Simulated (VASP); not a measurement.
Runs of VASP 6.6.1 on NaI. The structure is cubic, space group Fm-3m (No. 225). Conventional cell: a = 6.473 Å, b = 6.473 Å, c = 6.473 Å, α = 90.00°, β = 90.00°, γ = 90.00°. I (site symmetry m-3m) has 6 Na at 3.24 Å as nearest neighbours. Na (site symmetry m-3m) has 6 I at 3.24 Å as nearest neighbours. 

```tsv
task	level	spin	cell	k mesh	cutoff (eV)	gap on the mesh (eV)	pressure (GPa)	relaxed volume (Å³/atom)
band structure	RPBE	off	as given	7 × 7 × 7	520	(a)	1.6	-
relaxation of cell and atoms	RPBE	off	relaxed	7 × 7 × 7	600	3.64	0.0	37.76
band structure	PBEsol	SOC, no magnetisation	as given	5 × 5 × 5	520	-	-0.4	-
relaxation of cell and atoms	BLYP	off	relaxed	7 × 7 × 7	600	3.50	0.0	36.98
band structure	BLYP	off	as given	7 × 7 × 7	520	3.73	1.4	-
band structure	PW91	off	as given	7 × 7 × 7	520	3.66	0.4	-
band structure	revPBE	off	as given	7 × 7 × 7	520	3.86	-	-
relaxation of cell and atoms	revPBE	off	relaxed	7 × 7 × 7	600	(b)	0.0	37.40
```

Alike in all rows: potentials or basis VASP PAW PBE potentials, release 64 (I, Na_pv); smearing fermi-dirac 0.05 eV.

Q: Estimate the missing entries.

A: (a) 3.90; (b) 3.63.

Caveats: the PAW data sets were made with another functional, which shifts forces and pressure a little; spin-orbit coupling is left out, which moves the levels of the heavy elements (some runs); the volume moved by +11 % from the deposited cell, more than functionals usually miss (some runs); the volume moved by +10 % from the deposited cell, more than functionals usually miss (some runs).

A k mesh can miss the band edges, and rows without SOC leave out spin-orbit coupling on I.

Runs at the PBE level aren't shown here.
